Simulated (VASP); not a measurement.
Level of theory: PBE GGA, VASP's PBE PAW potentials (set 64) (plane waves; VASP).

VASP input:

**KPOINTS**
```
Automatic mesh
0
Gamma
6 6 6
0 0 0
```

### INCAR
```
LWAVE = F
NELM = 100   ! most electronic steps
ALGO = Normal
LREAL = F   ! projection in real space or not
SIGMA = 0.01   ! width (eV)
LEPSILON = T
ISMEAR = 0   ! Gaussian
LASPH = T   ! aspherical one-centre terms
IBRION = 8   ! DFPT with symmetry
GGA = PE   ! PBE
LMAXMIX = 4   ! l cut-off of mixed one-centre charges
ENCUT = 400
NSW = 1
PREC = Accurate
LCHARG = F
EDIFF = 1E-8   ! SCF stop (eV)
SYSTEM = CsBr
```

**POSCAR**
```
CsBr
1
    4.3864558961     0.0000000000     0.0000000000
    0.0000000000     4.3864558961     0.0000000000
    0.0000000000     0.0000000000     4.3864558961
Cs Br
1 1
Direct
  0.0000000000   0.0000000000   0.0000000000
  0.5000000000   0.5000000000   0.5000000000
```

POTCAR, in this order: Cs_sv Br (PBE.64 set). Program: vasp_std.

Output

OSZICAR:
```
...
RMM:   6    -0.492734045148E+00   -0.19203E-08   -0.76950E-10   610   0.226E-04
 Linear response to external field (no local field effect), progress :
  Direction:   3
       N       E                     dE             d eps       ncg     rms          rms(c)
RMM:   1    -0.647581733611E+00   -0.64758E+00   -0.18590E+00   919   0.368E+00
RMM:   2    -0.649138678362E+00   -0.15569E-02   -0.14690E-02   817   0.611E-01
RMM:   3    -0.649270557575E+00   -0.13188E-03   -0.20526E-04   831   0.577E-02
RMM:   4    -0.649273202427E+00   -0.26449E-05   -0.49272E-06   854   0.845E-03
RMM:   5    -0.649273258978E+00   -0.56551E-07   -0.18772E-07   755   0.126E-03
RMM:   6    -0.649273260765E+00   -0.17874E-08   -0.11076E-08   594   0.224E-04
 Linear response to external field, progress :
  Direction:   1
       N       E                     dE             d eps       ncg     rms          rms(c)
RMM:   1    -0.516250928270E+00   -0.51625E+00   -0.13508E+00  1890   0.341E+00
RMM:   2    -0.517241278865E+00   -0.99035E-03   -0.10720E-02  1658   0.549E-01    0.146E+00
RMM:   3    -0.469111387581E+00    0.48130E-01   -0.84923E-02  1594   0.151E+00    0.721E-01
RMM:   4    -0.491449785907E+00   -0.22338E-01   -0.66384E-02  1584   0.134E+00    0.190E-01
RMM:   5    -0.515581808620E+00   -0.24132E-01   -0.19874E-03  1608   0.368E-01    0.221E-02
RMM:   6    -0.515679842962E+00   -0.98034E-04   -0.26755E-05  1678   0.313E-02    0.137E-02
RMM:   7    -0.516709296219E+00   -0.10295E-02   -0.19225E-05  1593   0.353E-02    0.172E-03
RMM:   8    -0.516801510163E+00   -0.92214E-04   -0.49828E-07  1714   0.414E-03    0.101E-03
RMM:   9    -0.516817633841E+00   -0.16124E-04   -0.19718E-07  1698   0.292E-03    0.349E-04
RMM:  10    -0.516805904407E+00    0.11729E-04   -0.11090E-08  1632   0.815E-04    0.133E-04
RMM:  11    -0.516812756722E+00   -0.68523E-05    0.15307E-08  1613   0.357E-04    0.324E-05
RMM:  12    -0.516811081471E+00    0.16753E-05    0.28323E-08  1281   0.101E-04    0.133E-05
RMM:  13    -0.516810926972E+00    0.15450E-06   -0.15863E-08   883   0.550E-05    0.261E-06
 Linear response to external field, progress :
  Direction:   2
       N       E                     dE             d eps       ncg     rms          rms(c)
RMM:   1    -0.516204590551E+00   -0.51620E+00   -0.13503E+00  1888   0.341E+00
RMM:   2    -0.517241022585E+00   -0.10364E-02   -0.10677E-02  1656   0.548E-01    0.146E+00
RMM:   3    -0.469111947705E+00    0.48129E-01   -0.84944E-02  1592   0.151E+00    0.721E-01
RMM:   4    -0.491448719369E+00   -0.22337E-01   -0.66380E-02  1580   0.134E+00    0.190E-01
RMM:   5    -0.515587665036E+00   -0.24139E-01   -0.19862E-03  1600   0.368E-01    0.221E-02
RMM:   6    -0.515681001037E+00   -0.93336E-04   -0.26797E-05  1675   0.314E-02    0.137E-02
RMM:   7    -0.516708563431E+00   -0.10276E-02   -0.19152E-05  1585   0.352E-02    0.171E-03
RMM:   8    -0.516801614118E+00   -0.93051E-04   -0.49837E-07  1710   0.415E-03    0.101E-03
RMM:   9    -0.516817544197E+00   -0.15930E-04   -0.19379E-07  1693   0.291E-03    0.347E-04
RMM:  10    -0.516805993692E+00    0.11551E-04   -0.14628E-08  1622   0.811E-04    0.132E-04
RMM:  11    -0.516812743422E+00   -0.67497E-05   -0.83186E-09  1600   0.354E-04    0.322E-05
RMM:  12    -0.516811058077E+00    0.16853E-05   -0.39278E-08  1286   0.100E-04    0.131E-05
RMM:  13    -0.516810901950E+00    0.15613E-06   -0.59817E-09   887   0.545E-05    0.256E-06
 Linear response to external field, progress :
  Direction:   3
       N       E                     dE             d eps       ncg     rms          rms(c)
RMM:   1    -0.516168607199E+00   -0.51617E+00   -0.13500E+00  1894   0.340E+00
RMM:   2    -0.517241705073E+00   -0.10731E-02   -0.10577E-02  1650   0.544E-01    0.146E+00
RMM:   3    -0.469109182719E+00    0.48133E-01   -0.84893E-02  1588   0.151E+00    0.721E-01
RMM:   4    -0.491446663204E+00   -0.22337E-01   -0.66330E-02  1585   0.134E+00    0.190E-01
RMM:   5    -0.515585546933E+00   -0.24139E-01   -0.19886E-03  1606   0.368E-01    0.221E-02
RMM:   6    -0.515677602510E+00   -0.92056E-04   -0.26731E-05  1679   0.314E-02    0.137E-02
RMM:   7    -0.516708195971E+00   -0.10306E-02   -0.19196E-05  1592   0.352E-02    0.171E-03
RMM:   8    -0.516801505587E+00   -0.93310E-04   -0.49917E-07  1715   0.417E-03    0.101E-03
RMM:   9    -0.516817586240E+00   -0.16081E-04   -0.19241E-07  1693   0.293E-03    0.349E-04
RMM:  10    -0.516805918580E+00    0.11668E-04    0.46868E-09  1633   0.811E-04    0.133E-04
RMM:  11    -0.516812800103E+00   -0.68815E-05    0.47135E-08  1603   0.357E-04    0.325E-05
RMM:  12    -0.516811101030E+00    0.16991E-05    0.22865E-08  1266   0.994E-05    0.131E-05
RMM:  13    -0.516810950436E+00    0.15059E-06    0.21975E-08   897   0.560E-05    0.264E-06
 Linear response DOF=           2
 Linear response progress:
  Degree of freedom:   1/  2
       N       E                     dE             d eps       ncg     rms          rms(c)
RMM:   1    -0.184311365871E+00   -0.18431E+00    0.94242E-02  1727   0.192E+00
RMM:   2    -0.186617044317E+00   -0.23057E-02   -0.27687E-03  1488   0.338E-01    0.163E-02
RMM:   3    -0.186763969784E+00   -0.14693E-03   -0.47831E-05  1677   0.500E-02    0.720E-03
RMM:   4    -0.186795845149E+00   -0.31875E-04   -0.98164E-06  1742   0.203E-02    0.186E-03
RMM:   5    -0.186799875965E+00   -0.40308E-05   -0.42555E-07  1605   0.441E-03    0.474E-04
RMM:   6    -0.186797126311E+00    0.27497E-05   -0.20669E-08  1768   0.102E-03    0.267E-04
RMM:   7    -0.186790066859E+00    0.70595E-05   -0.38254E-09  1682   0.421E-04    0.865E-05
RMM:   8    -0.186791280516E+00   -0.12137E-05   -0.58185E-10  1733   0.947E-05    0.236E-05
RMM:   9    -0.186791772297E+00   -0.49178E-06   -0.78179E-10  1669   0.538E-05    0.479E-06
RMM:  10    -0.186791695444E+00    0.76853E-07   -0.15205E-09  1792   0.184E-05    0.233E-06
RMM:  11    -0.186791694812E+00    0.63152E-09   -0.35624E-10  1541   0.123E-05    0.998E-07
 Linear response progress:
  Degree of freedom:   2/  2
       N       E                     dE             d eps       ncg     rms          rms(c)
RMM:   1    -0.145189358847E+00   -0.14519E+00    0.80866E-02  1899   0.180E+00
RMM:   2    -0.145027277009E+00    0.16208E-03   -0.22985E-03  1555   0.239E-01    0.451E-02
RMM:   3    -0.145456464126E+00   -0.42919E-03   -0.10470E-04  1573   0.480E-02    0.243E-02
RMM:   4    -0.146007116375E+00   -0.55065E-03   -0.70357E-05  1482   0.428E-02    0.905E-03
RMM:   5    -0.146028486925E+00   -0.21371E-04   -0.39498E-06  1618   0.145E-02    0.234E-03
RMM:   6    -0.146027173846E+00    0.13131E-05   -0.75113E-08  1678   0.143E-03    0.140E-03
RMM:   7    -0.146029381891E+00   -0.22080E-05   -0.79490E-08  1470   0.177E-03    0.506E-04
RMM:   8    -0.146024593877E+00    0.47880E-05   -0.76008E-09  1560   0.650E-04    0.535E-05
RMM:   9    -0.146024933004E+00   -0.33913E-06   -0.20041E-09  1628   0.267E-04    0.387E-05
RMM:  10    -0.146024536273E+00    0.39673E-06   -0.22917E-09  1737   0.643E-05    0.157E-05
RMM:  11    -0.146024655952E+00   -0.11968E-06   -0.88828E-09  1778   0.177E-05    0.526E-06
RMM:  12    -0.146024669863E+00   -0.13910E-07   -0.14206E-08  1565   0.113E-05    0.104E-06
RMM:  13    -0.146024674071E+00   -0.42087E-08   -0.23649E-08  1463   0.767E-06    0.328E-07
 Linear response finished
```

File OUTCAR:
```
------------------------ aborting loop because EDIFF is reached ----------------------------------------

 HEAD OF MICROSCOPIC STATIC DIELECTRIC TENSOR (INDEPENDENT PARTICLE, excluding Hartree and local field effects)
 ------------------------------------------------------
           3.218341    -0.000000    -0.000000
           0.000000     3.218341     0.000000
           0.000000     0.000000     3.218341
 ------------------------------------------------------

 MACROSCOPIC STATIC DIELECTRIC TENSOR (including local field effects in DFT)
 ------------------------------------------------------
           2.934551     0.000000     0.000000
           0.000000     2.934551     0.000000
           0.000000     0.000000     2.934551
 ------------------------------------------------------

 PIEZOELECTRIC TENSOR (including local field effects)  for field in x, y, z        (e  Angst)
          XX          YY          ZZ          XY          YZ          ZX
  --------------------------------------------------------------------------------
  x     0.00000     0.00000     0.00000     0.00000     0.00000     0.00000
  y     0.00000     0.00000     0.00000     0.00000     0.00000     0.00000
  z     0.00000     0.00000     0.00000     0.00000     0.00000     0.00000

 PIEZOELECTRIC TENSOR (including local field effects)  for field in x, y, z        (C/m^2)
          XX          YY          ZZ          XY          YZ          ZX
  --------------------------------------------------------------------------------
  x     0.00000     0.00000     0.00000     0.00000     0.00000     0.00000
  y     0.00000     0.00000     0.00000     0.00000     0.00000     0.00000
  z     0.00000     0.00000     0.00000     0.00000     0.00000     0.00000

 BORN EFFECTIVE CHARGES (including local field effects) (in |e|, cummulative output)
 ---------------------------------------------------------------------------------
 ion    1
    1     1.31541    -0.00000     0.00000
    2    -0.00000     1.31541     0.00000
    3     0.00000    -0.00000     1.31541
 ion    2
    1    -1.31541     0.00000    -0.00000
    2     0.00000    -1.31541    -0.00000
    3    -0.00000     0.00000    -1.31541

   1 f  =    1.698607 THz    10.672665 2PiTHz   56.659445 cm-1     7.024873 meV
             X         Y         Z           dx          dy          dz
      0.000000  0.000000  0.000000     0.000000   -0.618916    0.000000
      2.193228  2.193228  2.193228     0.000000    0.785457    0.000000

   2 f  =    1.698607 THz    10.672665 2PiTHz   56.659445 cm-1     7.024873 meV
             X         Y         Z           dx          dy          dz
      0.000000  0.000000  0.000000    -0.000000   -0.000000   -0.618916
      2.193228  2.193228  2.193228     0.000000    0.000000    0.785457

   3 f  =    1.698607 THz    10.672665 2PiTHz   56.659445 cm-1     7.024873 meV
             X         Y         Z           dx          dy          dz
      0.000000  0.000000  0.000000     0.618916   -0.000000   -0.000000
      2.193228  2.193228  2.193228    -0.785457    0.000000    0.000000

   4 f/i=    0.013260 THz     0.083316 2PiTHz    0.442311 cm-1     0.054840 meV
             X         Y         Z           dx          dy          dz
      0.000000  0.000000  0.000000     0.785457    0.000000   -0.000000
      2.193228  2.193228  2.193228     0.618916    0.000000    0.000000

   5 f/i=    0.013260 THz     0.083316 2PiTHz    0.442311 cm-1     0.054840 meV
             X         Y         Z           dx          dy          dz
      0.000000  0.000000  0.000000     0.000000   -0.785457    0.000000
      2.193228  2.193228  2.193228     0.000000   -0.618916    0.000000

   6 f/i=    0.013260 THz     0.083316 2PiTHz    0.442311 cm-1     0.054840 meV
             X         Y         Z           dx          dy          dz
      0.000000  0.000000  0.000000    -0.000000   -0.000000   -0.785457
      2.193228  2.193228  2.193228     0.000000    0.000000   -0.618916

 MACROSCOPIC STATIC DIELECTRIC TENSOR IONIC CONTRIBUTION
 ------------------------------------------------------
           6.271584    -0.000000     0.000000
          -0.000000     6.271584     0.000000
           0.000000     0.000000     6.271584
 ------------------------------------------------------

 ELASTIC MODULI CONTR FROM IONIC RELAXATION (kBar)
 Direction    XX          YY          ZZ          XY          YZ          ZX
 --------------------------------------------------------------------------------
 XX           0.0000      0.0000      0.0000      0.0000      0.0000      0.0000
 YY           0.0000      0.0000      0.0000      0.0000      0.0000      0.0000
 ZZ           0.0000      0.0000      0.0000      0.0000      0.0000      0.0000
 XY           0.0000      0.0000      0.0000      0.0000      0.0000      0.0000
 YZ           0.0000      0.0000      0.0000      0.0000      0.0000      0.0000
 ZX           0.0000      0.0000      0.0000      0.0000      0.0000      0.0000
 --------------------------------------------------------------------------------

 PIEZOELECTRIC TENSOR IONIC CONTR  for field in x, y, z        (C/m^2)
          XX          YY          ZZ          XY          YZ          ZX
  --------------------------------------------------------------------------------
  x     0.00000     0.00000     0.00000     0.00000     0.00000     0.00000
  y     0.00000     0.00000     0.00000     0.00000     0.00000     0.00000
  z     0.00000     0.00000     0.00000     0.00000     0.00000     0.00000
```
(Selected blocks of OUTCAR.)

The compound is CsBr in the CsCl type structure. It was relaxed first, which changed the volume by +7 %.
